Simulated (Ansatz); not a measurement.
# Ta (Im-3m), trigonal deformation path

Computed with DFT PBE, scalar-relativistic, plane waves, PAW in Ansatz. Settings: plane waves to 420 eV, k-mesh 22×22×22 (Γ-centred), Gaussian smearing 0.15 eV. Spin–orbit coupling is left out, which can shift energies with elements as heavy as these. No spin polarisation. Energies are free energies at this smearing, counted from the undisturbed cell; pressure is positive in compression.

Reference structure (as given, not relaxed at this level; it stands at 3.2 GPa):

```
Ta
1.0
    -1.65128    1.65128    1.65128
     1.65128   -1.65128    1.65128
     1.65128    1.65128   -1.65128
Ta
1
Direct
  0.00000 0.00000 0.00000
```

At fixed volume and fractional coordinates, lengths along (0.577, 0.577, 0.577) are scaled against those across it; ρ is that ratio over its starting value. The cell is metallic on the mesh throughout. At ρ = 2.000 the cell becomes cubic (Pm-3m), and there the slope of the energy vanishes by symmetry.

Problem. Over the sampled range (0.500 to 2.000), is the undisturbed cell the lowest point?

Solution. Yes, every other sampled point lies higher.

The scan:

| ρ | ΔE (meV/atom) |
| --- | --- |
| 0.500 | 9428.3 |
| 0.600 | 3476.4 |
| 0.710 | 1059.5 |
| 0.850 | 144.1 |
| 0.930 | 26.8 |
| 1.000 | 0.0 |
| 1.080 | 33.1 |
| 1.200 | 149.8 |
| 1.410 | 524.2 |
| 1.700 | 1086.8 |
| 2.000 | 1307.3 |